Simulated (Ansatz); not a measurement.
Sc:

```xyz
1
Lattice="3.2020 0.0000 0.0000 1.5021 2.8441 0.0000 1.5490 0.9264 2.6742" Properties=species:S:1:pos:R:3 pbc="T T T"
Sc    0.0000    0.0000    0.0000
```

This isn't the form of Sc at room conditions, which is hcp.

```yaml
Program: Ansatz 0.2.0
Task: relaxation of cell and atoms
Functional: LDA
Potentials_or_basis: Ansatz PAW
Cutoff: "420 eV (not typed: the program's choice for these potentials)"
k_mesh: 10 × 10 × 10
Occupations: fermi-dirac, width 0.05 eV
Spin: no spin polarisation
```

At the start: volume 24.35 Å³/atom.

Q: How do energy, volume and symmetry change on relaxing?

A: It ends after 5 steps and the volume is 22.39 Å³/atom (-8.0 %); space group Fm-3m (No. 225, to 0.05 Å).

Step by step:
```
step  energy change (eV)  largest force (eV/Å)  volume (Å³)
   1              0.0000                0.0000        24.35
   2             -0.0316                0.0000        22.22
   3             -0.0323                0.0000        22.37
   4             -0.0325                0.0000        22.39
   5             -0.0324                0.0000        22.39
```

Final structure:
```
Sc
1.0
     3.16211    0.05392    0.01312
     1.53131    2.76728    0.01820
     1.55627    0.93058    2.59383
Sc
1
Direct
  0.00000 0.00000 0.00000
```

Caveat: the plane-wave basis is chosen anew once the cell has moved, so the energies of steps on either side of that aren't comparable; the PAW data sets come from PBE, with cores solved anew for the run's functional, which leaves a small shift of forces and pressure.
